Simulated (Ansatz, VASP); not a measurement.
This is a calculation of InAs for VASP 6.6.1. 

INCAR

```
SYSTEM = InAs
PREC = Accurate ; ENCUT = 600
EDIFF = 1E-6 ; ISMEAR = -1
SIGMA = 0.05 ; LREAL = .False.
LASPH = .True. ; NELM = 80
ALGO = Normal ; ISIF = 3
LWAVE = .False. ; LCHARG = .False.
GGA = PE ; IVDW = 13
IBRION = 2 ; NSW = 60
EDIFFG = -0.01
```

KPOINTS

```
regular mesh
0
Gamma
  8 8 8
  0 0 0
```

Contents of POSCAR:

```
InAs
1.0
    0.0000000000      3.0180000000      3.0180000000
    3.0180000000      0.0000000000      3.0180000000
    3.0180000000      3.0180000000      0.0000000000
In As
1 1
Direct
    0.0000000000      0.0000000000      0.0000000000
    0.7500000000      0.7500000000      0.7500000000
```

Potentials or basis: VASP PAW PBE potentials, release 64 (In_d, As).

Command:

```bash
$ cat potpaw_PBE.64/In_d/POTCAR potpaw_PBE.64/As/POTCAR > POTCAR
$ mpirun -np 1 vasp_std > vasp.out
```

Question: What does the same run look like in Ansatz 0.2.0? Potentials or basis there: Ansatz PAW, cutoff 420 eV.

Answer: As run (cutoffs and basis follow the program's own potentials, and thresholds, step limits or extra output files can differ):

input.yaml

```yaml
crystal:
  lattice:
    - [0.0, 3.018, 3.018]
    - [3.018, 0.0, 3.018]
    - [3.018, 3.018, 0.0]
  atoms:
    - { symbol: In, position: [0.0, 0.0, 0.0] }
    - { symbol: As, position: [0.75, 0.75, 0.75] }
hamiltonian:
  xc: pbe
  pseudopotentials: { kind: paw }
  dispersion: d4
kpoints:
  mp_grid: { grid: [8, 8, 8] }
scf:
  occupations: { method: fermi_dirac, width: 0.05 }
output:
  forces: true
  stress: true
relax:
  f_tol: 0.01
  max_steps: 40
  cell: { stress_tol: 0.05 }
```

Potentials or basis: Ansatz PAW.

Launch:

```bash
$ ansatz run input.yaml --threads 2 --pin off --max-ram 5632MiB --backend cpu --events-out ev --progress --plain --runs-dir out
```

Both were run:

|  | VASP | Ansatz |
| --- | --- | --- |
| Relaxed volume | 28.53 Å³/atom | 28.52 Å³/atom |
| Relaxed cell | a = 4.321 Å, b = 4.321 Å, c = 4.321 Å, α = 60.00°, β = 60.00°, γ = 60.00° | a = 4.321 Å, b = 4.321 Å, c = 4.321 Å, α = 60.00°, β = 60.00°, γ = 60.00° |
| Space group after relaxing | F-43m (No. 216) | F-43m (No. 216) |
| Pressure after relaxing | 0.0 GPa | 0.0 GPa |

Ansatz's pressure holds a Pulay term of +0.03 GPa for its cutoff of 420 eV, which the other run lacks.

The potentials hold 18 and 28 valence electrons a cell.

Where Ansatz's input types no cutoff or centring, it takes its own default and a Γ-centred mesh.

Pressure is positive in compression.
